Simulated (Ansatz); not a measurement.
# Structural relaxation of rock-salt LiH, an end member of the LiF–LiH series (64 atoms), part 2 of 2

Wanted: the relaxed structure of rock-salt LiH, an end member of the LiF–LiH series (64 atoms) and its electronic structure.

Ansatz 0.2.0; Kohn-Sham DFT, PBE, PAW (set soft_2), plane waves.

The cell: 32 Li and 32 H. Only the Γ point is sampled, in a cell whose shortest periodic width is 8 Å.

So far. Step 3 (Relaxation): The relaxation changed the energy by -1.43 meV/atom, and atoms moved by 0.032 Å r.m.s., 0.059 Å at most.

### 5. Single point at the relaxed geometry

The electronic structure is read at the final geometry, in a run of its own.

The input, input.yaml:

```yaml
crystal:
  lattice:
    - [8.166, 0.0, 0.0]
    - [0.0, 8.166, 0.0]
    - [0.0, 0.0, 8.166]
  atoms:
    - { symbol: Li, position: [0.99965, 4.0e-05, 0.99946] }
    - { symbol: H, position: [0.24925, 0.99968, 0.99949] }
    - { symbol: Li, position: [0.99973, 0.24978, 0.24966] }
    - { symbol: H, position: [0.24919, 0.24966, 0.24956] }
    [... 54 atom lines left out ...]
    - { symbol: Li, position: [0.49949, 0.74994, 0.74966] }
    - { symbol: H, position: [0.74957, 0.74967, 0.74953] }
    - { symbol: Li, position: [0.74947, 0.50004, 0.74965] }
    - { symbol: H, position: [0.49953, 0.49967, 0.74952] }
    - { symbol: Li, position: [0.74936, 0.75013, 0.49969] }
    - { symbol: H, position: [0.49948, 0.7497, 0.49961] }
kpoints:
  mp_grid: { grid: [1, 1, 1] }
hamiltonian:
  xc: pbe
scf:
  occupations: { method: fixed }
output:
  forces: true
  stress: true
  populations: true
  dos:
    method: { smearing: { sigma: 0.15 } }
    de: 0.1
    projected: { site_lists: { H: [H], Li: [Li] } }
  eigenvalues: true
  write_density: true
  write_potential: true
  volumetric_format: npy
```

On the command line:

```console
$ ansatz run input.yaml --threads 4 --pin off --max-ram 8192MiB --backend cpu --events-out ev --progress --plain --runs-dir out
```

Numbers of over 12 decimals in the logs are rounded to 6 here.

Output:

```text
[...]
Crystal: 64 atoms, lattice volume = 544.538 Å³
Basis set: ecut = 420 eV, 10779 PW (Γ), exchange–correlation on 120×120×120 points (8 copies of the dense FFT grid, shifted against one another)
Bands: 128, of which v1, the nominal top of the filled ones, is band 64 counted from 1 (63 counted from 0)
Symmetry: 1 space group operations
[...]
k-points: 1
[...]
SCF iter   1: F=—  HF=-7080.619889 eV  |F-HF|=—  |Δ(HF+E_count)|=         —  Δρ=5.55e-3  dr2=1.62e-1  ethr=1.77e-3  ⟨swp⟩=4.0  Hψ=438  notcnv=0  defer=46
[...]
SCF iter   7: F=-7080.577844 eV  HF=-7080.577844 eV  |F-HF|=1.69e-9  |Δ(HF+E_count)|=   4.07e-8  Δρ=1.13e-6  dr2=5.71e-9  ethr=7.81e-11  ⟨swp⟩=23.0  Hψ=1304  notcnv=0
SCF 1 converged in 7 iterations: F = -7080.577844 eV  dr2 = 5.71e-9
[...]
SCF converged after 7 iterations
Free energy (F): -7080.577844 eV
[...]
Internal energy: -7080.577844 eV  (E = F + TS)
E sigma→0 (E₀):  -7080.577844 eV
Fermi energy:    0.558769 eV
[...]
--- Forces (eV/Å), atoms counted from 1 ---
  atom   1  Li    -0.00055787    -0.00136661     0.00050566
  atom   2  H      0.00197575     0.00113121     0.00114132
  atom   3  Li    -0.00134795     0.00213090    -0.00023882
  atom   4  H      0.00251479     0.00077875     0.00063634
  atom   5  Li    -0.00143293    -0.00189161     0.00180123
  atom   6  H      0.00072838     0.00079908    -0.00327287
  atom   7  Li    -0.00279282     0.00006986     0.00237001
  atom   8  H      0.00216664    -0.00055541    -0.00013844
  atom   9  Li    -0.00229454    -0.00009615    -0.00130573
  atom  10  H     -0.00121975     0.00077225    -0.00109504
  atom  11  Li     0.00309415     0.00008086     0.00223605
  atom  12  H     -0.00050185     0.00120413    -0.00165266
  atom  13  Li     0.00214437     0.00122944    -0.00023257
  atom  14  H     -0.00064933     0.00117186     0.00259848
[...]
atom  63  Li     0.00214176    -0.00254423    -0.00148550
  atom  64  H     -0.00008708     0.00078448    -0.00073462
  max |Σ_I F_I| component: 4.51e-5 eV/Å
--- Stress (GPa, compression-positive) ---
        0.201374      -0.000002      -0.000002
       -0.000002       0.201518       0.000004
       -0.000002       0.000004       0.201110
  P = ⅓ Tr σ = 0.2013 GPa (2.013 kbar)
--- Band table (eV) ---
[...]
--- Löwdin populations: 64 sites ---
  site symbol       q [e]
     0     Li      2.3881
     1      H      1.5808
     2     Li      2.3880
[...]
63      H      1.5808
  spilling = 0.007789 (of n_electrons = 128.000000)
```

The job ended after 4.8 s (4 threads of Arm Neoverse N1, shared host; peak memory 0.48 GiB; 16 s of CPU time).

Numbers from this run:

```yaml
free_energy: -7080.5778 eV
free_energy_per_atom: -110.6340 eV/atom
scf_cycles: 7
pressure: 0.2013 GPa
r_m_s_force_component: 0.00154 eV/Å
longest_force: 0.00492 eV/Å
fermi_energy: 0.5588 eV
spacing_of_highest_filled_and_lowest_empty_level: 2.957 eV
spilling_of_the_projection: 0.007789
```

Löwdin charges by element (they lack the spilled electrons, 0.016 e an atom on average):

| element | coordination | atoms | mean charge (e) | spread | least | most |
| --- | --- | --- | --- | --- | --- | --- |
| H | all | 32 | -0.581 | 0 | -0.581 | -0.581 |
| Li | all | 32 | 0.612 | 0 | 0.612 | 0.612 |

States in the cell by windows of 1 eV, zero at the Fermi level; the larger projections on atomic orbitals stand beside the total:

| from (eV) | to (eV) | total | H s | Li s |
| --- | --- | --- | --- | --- |
| -14 | -6 | 0.0 | 0.0 | 0.0 |
| -6 | -5 | 2.0 | 0.6 | 1.4 |
| -5 | -4 | 0.2 | 0.1 | 0.1 |
| -4 | -3 | 11.8 | 5.8 | 6.0 |
| -3 | -2 | 32.0 | 26.2 | 5.1 |
| -2 | -1 | 0.0 | 0.0 | 0.0 |
| -1 | 0 | 14.8 | 14.4 | 0.2 |
| 0 | 1 | 3.2 | 3.0 | 0.2 |
| 1 | 2 | 0.0 | 0.0 | 0.0 |
| 2 | 3 | 4.1 | 0.0 | 0.0 |
| 3 | 4 | 1.9 | 0.0 | 0.0 |
| 4 | 5 | 9.8 | 0.0 | 7.9 |

With fixed occupations the program's Fermi level is the highest filled level; weight inside the gap is the broadening of levels at its edges.

The stored curve holds about 64 of the 128 electrons; the rest, give or take the few that broadening carries across the Fermi level, lie in deeper levels below its range.

The levels nearest the highest filled one (over half full), pooled over k-points and spins:

| level less the highest filled one (eV) | occupation |
| --- | --- |
| -0.204 | 2 |
| -0.203 | 2 |
| -0.203 | 2 |
| 0 | 2 |
| 0 | 2 |
| 0 | 2 |
| 2.96 | 0 |
| 2.96 | 0 |
| 2.96 | 0 |
| 4.71 | 0 |
| 4.71 | 0 |
| 4.71 | 0 |

Electrostatic potential energy in the ac plane at fractional y = 0.000, with atoms of Li and H within 0.2 Å of it. With pseudopotentials it is smooth inside the atoms' cores, unlike the true potential.

Values in eV, 12 rows by 16 columns, each cell a mean:
```
-19  -4   3  -3  -8   3   1 -14 -19  -4   3  -3  -8   3   0 -14
  2   3   3   0  -1   2   3   2   2   3   3   0  -1   2   3   2
-17   2  -1 -20 -26  -6   3  -8 -17   3  -1 -20 -26  -7   3  -8
 -8   3   0 -14 -19  -4   3  -3  -8   3   0 -14 -19  -4   3  -3
 -1   2   3   2   2   3   3   0  -1   2   3   2   2   3   3   0
-26  -7   3  -8 -17   2  -1 -21 -27  -6   3  -8 -17   2  -1 -20
-19  -4   3  -3  -8   3   1 -14 -19  -4   3  -3  -8   3   0 -14
  2   3   3   0  -1   2   3   2   2   3   3   0  -1   2   3   2
-17   2  -1 -20 -26  -7   3  -8 -17   3  -1 -20 -26  -7   3  -9
 -8   3   0 -14 -19  -4   3  -3  -8   3   0 -14 -19  -4   3  -2
 -1   2   3   2   2   3   3   0  -1   2   3   2   2   3   3   0
-26  -7   3  -9 -17   2   0 -20 -26  -6   3  -8 -17   2  -1 -20
```
Columns run along a (8.2 Å; values clipped at the 3rd and 97th percentile), rows up along c (8.2 Å). Atoms in or near the plane, at fractional coordinates: Li at (0.00, 0.00), H at (0.25, 0.00), Li at (0.25, 0.25), H at (0.00, 0.25), Li at (0.00, 0.50), H at (0.25, 0.50), Li at (0.25, 0.75), H at (0.00, 0.75), Li at (0.50, 0.00), H at (0.75, 0.00), Li at (0.75, 0.25), H at (0.50, 0.25), Li at (0.50, 0.50), H at (0.75, 0.50) and more.

Valence density in the ac plane at fractional y = 0.000, with atoms of Li and H within 0.2 Å of it. It is the smooth field of the valence electrons, not physical close to the nuclei.

Ten steps, logarithmic in the rise over the least value, from '_' (0.1 e/Å³) to '@' (7.8 e/Å³), each cell a mean:
```
%%++....--++++--..__++%%##::__::==++==::__::##
--..____::----::____..----____..::--::..____::
..________....________....______......________
::::______::::______::::::..____..::..____..::
++--..__--####--__..--====::....**%%**....::==
**==::..++@@@@++__::==**++--..::%%@@%%::..--++
++--..__--####--__..--====::....**%%**....::==
::::______::::______::::::..____..::..____..::
..________....________..________......________
--..____::----::____..----____..::--::..____::
%%**....--++++--..__**%%%%--__::==++==::__--##
@@**....--++++--..__**@@%%--..::==**==::..--%%
**==__..::====::..__--****..__::--==--::__..++
________..::::..________________..::..________
....________________......__________________..
--::..__..++++::__..::----::____--++==____::--
**==::__==@@@@++__::==++++--..::##@@##::..--++
**==::__==@@@@++__::==++++--..::##@@##::..--++
--::..__..====..__..::----::____--++--____::--
....________________......________..________..
..______..::::..______....______..::..______..
##==__..::====::..__==****..__::--==--::__..++
@@##....--****--..__**@@%%--..::++**++::..--%%
```
Columns run along a (8.2 Å), rows up along c (8.2 Å). Atoms in or near the plane, at fractional coordinates: Li at (0.00, 0.00), H at (0.25, 0.00), Li at (0.25, 0.25), H at (0.00, 0.25), Li at (0.00, 0.50), H at (0.25, 0.50), Li at (0.25, 0.75), H at (0.00, 0.75), Li at (0.50, 0.00), H at (0.75, 0.00), Li at (0.75, 0.25), H at (0.50, 0.25), Li at (0.50, 0.50), H at (0.75, 0.50) and more.

Mean Löwdin charges: H -0.58, Li +0.61 e (they miss 0.78 % of the electrons, so they add up to more than the cell's charge).

A closer look about H38, picked at random: 8 atoms, nearest first, numbered in the order of the input, with positions taken from that point.

| atom | x | y | z | distance (Å) | bonds | Löwdin charge (e) |
| --- | --- | --- | --- | --- | --- | --- |
| H38 | 0.00 | 0.00 | 0.00 | 0.00 | 6 | -0.58 |
| Li51 | 0.00 | -2.04 | 0.00 | 2.04 | 6 | 0.61 |
| Li5 | -2.04 | 0.00 | 0.00 | 2.04 | 6 | 0.61 |
| Li33 | 0.00 | 0.00 | -2.04 | 2.04 | 6 | 0.61 |
| Li35 | 0.00 | 2.04 | 0.00 | 2.04 | 6 | 0.61 |
| Li41 | 0.00 | 0.00 | 2.04 | 2.04 | 6 | 0.61 |
| Li37 | 2.04 | 0.00 | 0.00 | 2.04 | 6 | 0.61 |
| H36 | 2.04 | 2.04 | 0.00 | 2.89 | 6 | -0.58 |

The column of bonds counts only the pairs H-Li within 2.31 Å; other neighbours, such as metal atoms beside each other in a compound, aren't counted, and periodic images can show an atom twice.

### 6. What came out

```json
{
  "energy change in the relaxation": "-1.428 meV/atom",
  "r.m.s. displacement": "0.032 Å",
  "largest displacement": "0.059 Å",
  "free energy per atom": "-110.6340 eV/atom",
  "density": "0.7756 g/cm³",
  "pressure": "0.2013 GPa",
  "r.m.s. force component": "0.00154 eV/Å",
  "gap (highest filled to lowest empty level)": "2.957 eV",
  "wall time of the 3 DFT runs": "15 s"
}
```

What this shows: Relaxation lowers the energy by 1.43 meV/atom and moves atoms by 0.032 Å r.m.s.; the r.m.s. force component goes from 0.059 to 0.0015 eV/Å, the pressure goes from 0.24 to 0.20 GPa, and the gap from 2.93 to 2.96 eV. By the final cutoffs no bond was broken or made. The r.m.s. move is of the size of the random displacements put into the start (0.035 Å r.m.s. in three dimensions). From the first step to the last the energy fell by 0.091 eV, and the largest move was 0.06 Å (Li47). The H-Li bonds go from 2.042 Å (spread 0.029) to 2.042 Å (spread 0.002). With the cutoffs above, all H atoms have 6 and all Li atoms have 6 bonded neighbours. The highest filled and lowest empty levels differ by 2.96 eV at Γ alone; the mesh holds the band edges only if they fold onto it, so the gap at this level can be narrower or closed, while semilocal functionals tend to narrow gaps against experiment.

[Logs are printed without paths, hosts, clocks, repeated set-up lines and the standing remarks that a program may print on its own settings, such as how far it seeks lower states.]

[Hosts, paths, dates, database ids (printed as entryN), source tags and the programs' standing remarks are cut or masked in the printed files.]
